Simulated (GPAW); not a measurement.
Write an ASE script for GPAW 26.7.0 that does the following.

| Quantity | Value |
| --- | --- |
| Task | single point |
| Functional | PBE |
| Potentials or basis | GPAW PAW data sets (gpaw-data 1.2.1) |
| Cutoff | 600 eV |
| Basis | pw |
| k mesh | 8 × 8 × 8 |
| Occupations | fermi-dirac, width 0.05 eV |
| Spin | no spin polarisation |
| Maxiter | 120 |
| Convergence | default |

Crystal: HfN.

```
Hf N
1.0
     0.00000    2.25600    2.25600
     2.25600    0.00000    2.25600
     2.25600    2.25600    0.00000
Hf N
1 1
Direct
  0.00000 0.00000 0.00000
  0.50000 0.50000 0.50000
```

These files were run (other wordings do the same):

run.py

```python
from ase import Atoms
from ase.dft.bandgap import bandgap
from ase.io import write
from ase.units import GPa
from gpaw import GPAW, PW

atoms = Atoms(['Hf', 'N'],
              cell=[[0.0, 2.256, 2.256],
                    [2.256, 0.0, 2.256],
                    [2.256, 2.256, 0.0]],
              scaled_positions=[[0.0, 0.0, 0.0],
                                [0.5, 0.5, 0.5]],
              pbc=True)

calc = GPAW(mode=PW(600),
            xc='PBE',
            kpts={'size': (8, 8, 8), 'gamma': True},
            occupations={'name': 'fermi-dirac', 'width': 0.05},
            nbands=19,
            maxiter=120,
            txt='gpaw.txt')
atoms.calc = calc
energy = atoms.get_potential_energy()
forces = atoms.get_forces()
stress = atoms.get_stress()
calc.write('gs.gpw')
write('result.traj', atoms)
print(f'Energy: {energy:.6f} eV')
print('Forces (eV/A):')
print(forces.round(4))
print('Stress (GPa):', (stress / GPa).round(3))
print('Fermi level:', round(calc.get_fermi_level(), 4), 'eV')
print(f'Gap: {bandgap(calc)[0]:.4f} eV, direct: {bandgap(calc, direct=True)[0]:.4f} eV')
```

Potentials or basis: GPAW PAW data sets (gpaw-data 1.2.1), pw.

Launch:

```console
$ OMP_NUM_THREADS=1 python run.py
```

It gave:

The pressure is 1.4 GPa and the band gap on the k mesh is none (metal or under the smearing width).

Caveat: the cutoff is short for stress and forces, so pressures can be off by a GPa or more.

It took 9.9 s on 1 thread of Arm Neoverse V1, on a shared host, peak memory 0.14 GiB.
